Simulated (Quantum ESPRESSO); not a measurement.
Runs of Quantum ESPRESSO 7.5 on SnS2. It takes space group P-3m1 (No. 164, trigonal). The conventional cell has a = 3.648 Å, b = 3.648 Å, c = 5.899 Å, α = 90.00°, β = 90.00°, γ = 120.00°. Sn (site symmetry -3m) is surrounded by 6 S at 2.57 Å. S (site symmetry 3m) has 3 Sn at 2.57 Å as nearest neighbours. The cell was built by a generator and needn't be a form met in nature.

| level | potentials or basis | cutoff (eV) | smearing | form of the LDA correlation | gap on the mesh (eV) | pressure (GPa) |
| --- | --- | --- | --- | --- | --- | --- |
| PBE | SSSP 1.3 efficiency PBE | 816 | fermi-dirac 0.05 eV | - | (a) | 0.0 |
| vdW-DF-cx | SSSP 1.3 efficiency PBE | 816 | gaussian 0.05 eV | - | 1.29 | 0.0 |
| vdW-DF2 | SSSP 1.3 efficiency PBE | 816 | gaussian 0.05 eV | - | 0.89 | 0.1 |
| LDA | PseudoDojo 0.4.1 SR LDA standard | 980 | fermi-dirac 0.05 eV | PW92 | (b) | 0.0 |
| optB86b-vdW | SSSP 1.3 efficiency PBE | 816 | fermi-dirac 0.05 eV | - | 1.27 | 0.0 |

Alike in all rows: task relaxation of cell and atoms; no spin polarisation; cell relaxed to 0.3 kbar; k mesh 8 × 8 × 5.

Task: Estimate the missing entries.

Result: (a) 1.52; (b) 1.13.

Caveats: spin-orbit coupling is left out, which moves the levels of the heavy elements; an odd mesh through Γ misses points on the zone boundary, where band edges often lie; the potentials were made for another functional, which shifts forces and pressure (some runs); this functional lacks dispersion, which binds the layers, so the pressure and a relaxed spacing across them are unreliable, and here the layers came unbound (some runs).

A k mesh can miss the band edges, and the runs leave out spin-orbit coupling on Sn.
